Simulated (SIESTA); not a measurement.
La2O3:

```xyz
5
Lattice="3.9308 0.0000 0.0000 -1.9654 3.4042 0.0000 0.0000 0.0000 6.1120" Properties=species:S:1:pos:R:3 pbc="T T T"
La    0.0000    2.2694    1.5050
La    1.9654    1.1347    4.6070
O     0.0000    0.0000    0.0000
O     0.0000    2.2694    3.9477
O     1.9654    1.1347    2.1643
```

The cell is a database's computed one.

Base run:

```yaml
Program: SIESTA 5.4.2
Functional: PBEsol
Potentials_or_basis: PseudoDojo 0.4 standard (PBEsol files)
Basis: DZP (energy shift 0.003 Ry; two zetas on semicore shells)
Grid_cutoff: 800 Ry
Energy_shift: 0.003 Ry
k_mesh: 8 × 8 × 5
Occupations: fermi-dirac, width 0.05 eV
Spin: no spin polarisation
```

Its results: band gap on the k mesh 3.72 eV, indirect (least direct gap 3.93 eV); pressure 3.8 GPa; largest force 0.276 eV/Å.

Question: The run is repeated on the same cell with these changes: functional from PBEsol to AM05. What comes out?

Answer: Band gap on the k mesh 3.80 eV, indirect (least direct gap 4.00 eV); pressure 4.5 GPa; largest force 0.252 eV/Å.

Caveats: spin-orbit coupling is left out, which moves the levels of the heavy elements; the basis of atomic orbitals isn't converged, which shifts pressures, moduli and gaps; an odd mesh through Γ misses points on the zone boundary, where band edges often lie (some runs); the potentials were made for another functional, which shifts forces and pressure (some runs); the mesh misses the band edges, which the band path finds closer together (some runs).

Not every run made on this cell is shown here.
